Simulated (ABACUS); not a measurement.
The system is Os.

```xyz
2
Lattice="2.7341 0.0000 0.0000 -1.3671 2.3678 0.0000 0.0000 0.0000 4.3197" Properties=species:S:1:pos:R:3 pbc="T T T"
Os    1.3671    0.7893    3.2398
Os    0.0000    1.5785    1.0799
```

Base run:

```yaml
Program: ABACUS 3.10.1
Functional: PBE
Potentials_or_basis: PseudoDojo NC SR 0.4.1 PBE standard
Cutoff: 1007 eV
Density_cutoff: 4027 eV
Basis: plane waves
k_mesh: 11 × 11 × 6
Occupations: fermi-dirac, width 0.05 eV
Spin: no spin polarisation
```

Its results: band gap on the k mesh none (metal or under the smearing width); pressure 8.2 GPa.

After a change of settings the same cell gave: band gap on the k mesh none (metal or under the smearing width); pressure 8.9 GPa. Which change was it?
A. cutoff from 1007 eV to 1361 eV; density cutoff from 4027 eV to 5442 eV; basis from plane waves to TZDP LCAO (the cutoffs set its grid)
B. functional from PBE to revPBE; k mesh from 11 × 11 × 6 to 9 × 9 × 5
C. cutoff from 1007 eV to 1361 eV; density cutoff from 4027 eV to 5442 eV; basis from plane waves to DZP LCAO (the cutoffs set its grid)

A.

Caveats: the atomic orbitals were generated for these runs and aren't a published set (some runs); the basis of atomic orbitals isn't converged, which shifts pressures, moduli and gaps (some runs).

Not every run made on this cell is shown here.
